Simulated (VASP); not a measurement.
## MgTe: G0W0 quasiparticle levels with PBEsol

MgTe:

```
CELL_PARAMETERS angstrom
0.00000 3.23200 3.23200
3.23200 0.00000 3.23200
3.23200 3.23200 0.00000
ATOMIC_POSITIONS crystal
Te 0.25000 0.25000 0.25000
Mg 0.00000 0.00000 0.00000
```

The cell comes from a database or a generator and needn't be the stable form of this composition.

```yaml
Program: VASP 6.6.1
Task: G0W0 quasiparticle levels
Functional: PBEsol
Potentials_or_basis: VASP PAW PBE potentials, release 64 (Te_GW, Mg_GW)
Cutoff: 500 eV
k_mesh: 5 × 5 × 5
Occupations: gaussian, width 0.01 eV
Spin: no spin polarisation
Cutoff_of_the_response_function: 100
Frequency_points: 48
Empty_bands: 153
GW_scheme: G0W0
GW_iterations: 1
Further_INCAR_settings: ALGO = EVGW0; EDIFF = 1e-08; NBANDS = 157
```

```yaml
Band_gap_on_the_k_mesh_mean-field_level: 2.30 eV, direct
Quasiparticle_gap: 3.63 eV
Least_direct_quasiparticle_gap: 3.63 eV
```

Levels at points of the mesh, in eV from the valence-band top:
```
           k point  band 1  band 2  band 3  band 4  band 5  band 6  band 7  band 8
(0.00, 0.00, 0.00)  -10.21    0.00    0.00    0.00    2.30    5.42    5.42    5.42
```

Wall time 7 min on 1 thread of AMD EPYC 9R14 (Zen 4) (shared host), peak memory 0.8 GiB.

Caveat: bands, screening cutoff and mesh are small and nothing is extrapolated, so the quasiparticle values aren't converged; spin-orbit coupling is left out, which moves the levels of the heavy elements.
